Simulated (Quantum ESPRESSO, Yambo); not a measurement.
# AlN (F-43m): G0W0 with Yambo, start to end, part 3 of 3

Wanted: ground state, empty states, screening and self-energy for AlN (F-43m).

Quantum ESPRESSO 7.5 and Yambo 5.3.0; PBE and many-body steps on it, plane waves. Known limits of the many-body steps: not at the basis limit; coarse k mesh.

So far. Step 3 (Bands along the symmetry lines): The gap is 3.325 eV, as in the run before at this level. Step 4 (Empty states on the mesh, 4×4×4 mesh, 51 bands): On this mesh the gap is 3.325 eV.

### 6. Screening and self-energy, 4×4×4 mesh, 51 bands, screening to 163.3 eV

G0W0 replaces the xc potential by the self-energy, built once from these orbitals. Only a window of levels is corrected, while the sums run over the empty bands that the input names.

This step: G0W0 on PBE, plane waves, norm-conserving pseudopotentials.

File gw1.in:

```
HF_and_locXC
gw0
dyson
ppa
em1d
rim_cut
RandQpts= 1000000
RandGvec= 1 RL
EXXRLvcs= 72 Ry
VXCRLvcs= 288 Ry
Chimod= "HARTREE"
% BndsRnXp
 1 | 51 |
%
NGsBlkXp= 12 Ry
% LongDrXp
 1 | 1 | 1 |
%
% GbndRnge
 1 | 51 |
%
DysSolver= "n"
ExtendOut
PPAPntXp= 27.21138 eV
% QPkrange
 1 | 1 | 3 | 6 |
 7 | 7 | 3 | 6 |
%
```

Started as:

```sh
$ OMP_NUM_THREADS=1 mpirun -n 8 yambo -F gw1.in -J gw1 -C gw1 > gw1.log
```

Log:

```text
 Yambo, version 5.3.0

 [02] CORE Variables Setup
 =========================

  [... cell, symmetries and grids as in the set-up ...]

  [02.05] Energies & Occupations
  ==============================

  [X] === General ===
  [X] Electronic Temperature                        :  0.000000  0.000000 [eV K]
  [X] Bosonic    Temperature                        :  0.000000  0.000000 [eV K]
  [X] Finite Temperature mode                       : no
  [X] El. density                                   :  0.38398E+24 [cm-3]
  [X] Fermi Level                                   :  6.956541 [eV]

  [X] === Gaps and Widths ===
  [X] Conduction Band Min                           :  3.324859 [eV]
  [X] Valence Band Max                              :  0.000000 [eV]
  [X] Filled Bands                                  :   4
  [X] Empty Bands                                   :    5   51
  [X] Direct Gap                                    :  4.192097 [eV]
  [X] Direct Gap localized at k                     :  1
  [X] Indirect Gap                                  :  3.324859 [eV]
  [X] Indirect Gap between kpts                     :   1   7
  [X] Last valence band width                       :  2.697200 [eV]
  [X] 1st conduction band width                     :  4.489928 [eV]

 [03] Transferred momenta grid and indexing
 ==========================================

 IBZ Q-points                                      :   8
 BZ  Q-points                                      :   64

 K/Q-points units:
 rlu = crystal or reduced units; cc = cartesian coordinates; iku = interal k-units

 Q [1]          [rlu]:  0.000000  0.000000  0.000000
 Q [2]          [rlu]: -0.52978E-17 -0.52978E-17  0.25000
 Q [3]          [rlu]:  0.10596E-16  0.10596E-16 -0.50000
 Q [4]          [rlu]: -0.19945E-16  0.25000      0.25000
 Q [5]          [rlu]:  0.11300E-16  0.25000      0.50000
 Q [6]          [rlu]:  0.10596E-16  0.25000     -0.25000
 Q [7]          [rlu]:  0.39890E-16 -0.50000     -0.50000
 Q [8]          [rlu]:  0.250000 -0.500000 -0.250000

 [04] Coloumb potential Random Integration (RIM)
 ===============================================

  [04.01] RIM initialization
  ==========================

  * Diagonal components only detected *

  8 x (sBL volume)        :  0.220531 [a.u.]
  sBZ random points       :  1000000
  Points outside the sBZ  :   7999624
  RL volume               :  1.764245 [a.u.]
  Integrated volume       :  1.764328 [a.u.]

  [04.02] RIM integrals
  =====================

  Gamma point sphere radius             :  0.109591 [a.u.]
  Points outside the sphere             :   799635
  [Int_sBZ(q=0) 1/q^2]*(Vol_sBZ)^(-1/3) =:  7.763403
                                 should be <:  7.795600

  Summary of Coulomb integrals for non-metallic bands |Q|[au] RIM/Bare

  Q [1] 0.100000E-4 0.995870 * Q [2] 0.329610 1.064378
  Q [4] 0.380601 1.063960 * Q [6] 0.538251 1.026260
  Q [5] 0.631155 1.019161 * Q [3] 0.659220 1.016674
  Q [7] 0.761202 1.013019 * Q [8] 0.851049 1.009952

 [05] Dipoles
 ============

  [05.01] Setup: observables and procedures
  =========================================

 [06] Dynamic Dielectric Matrix (PPA)
 ====================================

 [SLK-Inversion]  Pools        :  2
 [SLK-Inversion]  BLACS grid   :  2  2

 [WR./gw1//ndb.pp]---------------------------------------------------------------
  Brillouin Zone Q/K grids (IBZ/BZ)                :    8   64    8   64
  RL vectors                                       :  1917 [WF]
  Coulomb cutoff potential                         : none
  Electronic Temperature                           :  0.000000 [K]
  Bosonic    Temperature                           :  0.000000 [K]
  PPA    diel. fun.  energies                      : Perdew, Burke & Ernzerhof(X)+Perdew, Burke & Ernzerhof(C)
  wavefunctions                                    : Perdew, Burke & Ernzerhof(X)+Perdew, Burke & Ernzerhof(C)
  Global Gauge                                     : length
  X matrix size                                    :  137
  X band range                                     :    1   51
  X e/h energy range                               : -1.000000 -1.000000 [eV]
  X Time ordering                                  : R
  X Hxc Kernel                                     : HARTREE
  X Drude frequency                                :  0.000000  0.000000
  X poles                                          :  100.0000 [o/o]
  RL vectors in the sum                            :  1917
  [r,Vnl] included                                 : yes
  Field direction                                  :  0.577350E-5  0.577350E-5  0.577350E-5
  BZ energy Double Grid                            : no
  BZ energy DbGd points                            : 0
  BZ Q point size factor                           : -1.000000
  X Optical Averaged directions                    : none

 [07] Local Exchange-Correlation + Non-Local Fock
 ================================================

 [VXC] Plane waves :  11575
 [EXS] Plane waves :  1471

 QP @ state[ 1 ] K range:  1  1
 QP @ state[ 1 ] b range:   3   6
 QP @ state[ 2 ] K range:   7   7
 QP @ state[ 2 ] b range:   3   6

 [xc] Functional : Perdew, Burke & Ernzerhof(X)+Perdew, Burke & Ernzerhof(C)
 [xc] LIBXC used to calculate xc functional
  PP Number of Atomic Species                      :  2
  NLCC RL compoments                               :  11575
  PP Number of Atomic Species                      :  2
  NLCC RL compoments                               :  11575

 [xc] E_xc :  -3.460990 [Ha]
      E_xc :  -6.921979 [Ry]

  Local XC kind (lXC) : Perdew, Burke & Ernzerhof(X)+Perdew, Burke & Ernzerhof(C)
  Non-Local XC kind (nlXC) : Hartree-Fock

  Corrections @ K [1] :  [eV]
 <3|nlXC|3> = -20.92580 -0.50870E-17 <3|lXC|3> = -16.96897  0.000000
 <4|nlXC|4> = -20.92585 -0.15433E-16 <4|lXC|4> = -16.96897  0.000000
 <5|nlXC|5> = -7.924391 -0.46737E-17 <5|lXC|5> = -12.51951  0.000000
 <6|nlXC|6> = -4.083741 -0.53112E-18 <6|lXC|6> = -9.879197  0.000000

  Corrections @ K [7] :  [eV]
 <3|nlXC|3> = -20.05193  0.51106E-17 <3|lXC|3> = -15.43685  0.000000
 <4|nlXC|4> = -20.05190  0.47864E-17 <4|lXC|4> = -15.43684  0.000000
 <5|nlXC|5> = -4.942702  0.28186E-17 <5|lXC|5> = -9.183708 -0.11801E-16
 <6|nlXC|6> = -4.358310  0.19801E-17 <6|lXC|6> = -9.446587 -0.18882E-15

 [08] Dyson equation: Newton solver
 ==================================

  [08.01] G0W0 (W PPA)
  ====================

  [  GW  ] Bands range     :    1   51
  [GW/PPA] G damping       :  0.100000 [eV]

  QP @ state[ 1 ] K range:  1  1
  QP @ state[ 1 ] b range:   3   6
  QP @ state[ 2 ] K range:   7   7
  QP @ state[ 2 ] b range:   3   6

   Sc/G bands                                       :    1   51
   Sc/G damping                                     :  0.100000 ev
   Sc bands terminator                              : no
   Sx RL components                                 :  1471

   QP @ state[ 1 ] K range                          :  1  1
   QP @ state[ 1 ] b range                          :   3   6
   QP @ state[ 2 ] K range                          :   7   7
   QP @ state[ 2 ] b range                          :   3   6
   GF energies kind                                 : Perdew, Burke & Ernzerhof(X)+Perdew, Burke & Ernzerhof(C)
   GF WF`s kind                                     : Perdew, Burke & Ernzerhof(X)+Perdew, Burke & Ernzerhof(C)
   Xs energies kind                                 : Perdew, Burke & Ernzerhof(X)+Perdew, Burke & Ernzerhof(C)
   Xs WF`s kind                                     : Perdew, Burke & Ernzerhof(X)+Perdew, Burke & Ernzerhof(C)

 [11] Game Over & Game summary
```

Wall time 8.3 s (8 MPI ranks of Intel Xeon at 2.60GHz (Ice Lake), shared host); peak memory 2.2 GiB.

This step gave:

- G0W0 gap on the points computed: 4.371 eV
- starting gap on the mesh: 3.325 eV
- k of the valence top: 0, 0, 0
- k of the conduction bottom: 0, -0.5, -0.5
- least direct G0W0 gap on the computed points: 5.518 eV
- Z at the valence top: 0.7925
- Z at the conduction bottom: 0.8391

The gap on the mesh goes from 3.32 eV to 4.37 eV, a correction of +1.05 eV.

Limits: finite bands, cutoff and mesh; coarse k mesh. v1 is the top filled band, c1 the lowest empty one. Levels before and after the correction, in eV, zero at the valence-band top of each column:

|  | conduction bottom | valence top |
| --- | --- | --- |
| Kohn-Sham | 3.32 | 0.00 |
| G0W0 | 4.37 | 0.00 |

|  | level | energy (eV) |
| --- | --- | --- |
| Kohn-Sham | Γ v2-v1 | 0.000 |
| Kohn-Sham | Γ c1 | 4.192 |
| Kohn-Sham | Γ c2 | 12.589 |
| Kohn-Sham | (0 -0.5 -0.5) v2-v1 | -1.775 |
| Kohn-Sham | (0 -0.5 -0.5) c1 | 3.325 |
| Kohn-Sham | (0 -0.5 -0.5) c2 | 8.652 |
| G0W0 | Γ v2-v1 | 0.000 |
| G0W0 | Γ c1 | 5.518 |
| G0W0 | Γ c2 | 13.934 |
| G0W0 | (0 -0.5 -0.5) v2-v1 | -2.103 |
| G0W0 | (0 -0.5 -0.5) c1 | 4.371 |
| G0W0 | (0 -0.5 -0.5) c2 | 9.956 |

### 7. Where the time went

Times are wall times on the hardware named with each run, good to a factor of about two.

| step | time | share | memory (GiB) |
| --- | --- | --- | --- |
| ground state | 2.1 s | 13 % | 0.42 |
| bands along the symmetry lines | 1.6 s | 10 % | 0.05 |
| empty states on the mesh | 1.4 s | 9 % | 0.05 |
| conversion and set-up | 2.3 s | 15 % | 0.24 |
| screening and self-energy | 8.3 s | 53 % | 2.2 |

### 8. Outcome

| Item | Value |
| --- | --- |
| PBE gap | 3.32 eV, indirect |
| G0W0 gap on the mesh | 4.37 eV |
| GW settings | 4×4×4 mesh, 51 bands, screening to 163.3 eV, Godby-Needs plasmon pole |
| known limits | not at the basis limit; coarse k mesh |

G0W0 moves the gap on the mesh from 3.32 eV to 4.37 eV (+1.05 eV), with Z of 0.79 and 0.84 at the edges. Only 2 of the mesh's irreducible points were corrected, so a valley elsewhere could overtake. The dearest step here is «screening and self-energy». Bands and cutoff are finite, so the gap is not at the basis limit. The miss can reach some tenths of an eV and take either sign; the mesh is an error of its own. In the G0W0 run levels were corrected at 2 k points alone, so a gap called «on the mesh» is the least over those, and an edge elsewhere would be missed. The 4×4×4 mesh is coarse for this cell, which bears on the long-range parts of exchange and screening.

[Paths, hosts, dates, memory and timing lines, banners, echoed tables and standing remarks are left out of the program output.]

[Logs are printed without paths, hosts, clocks, repeated set-up lines and the standing remarks that a program may print on its own settings, such as how far it seeks lower states.]

[Runs of the session that timed out or met a known fault of the program may be left out.]

[Hosts, paths, dates, database ids (printed as entryN), source tags and the programs' standing remarks are cut or masked in the printed files.]
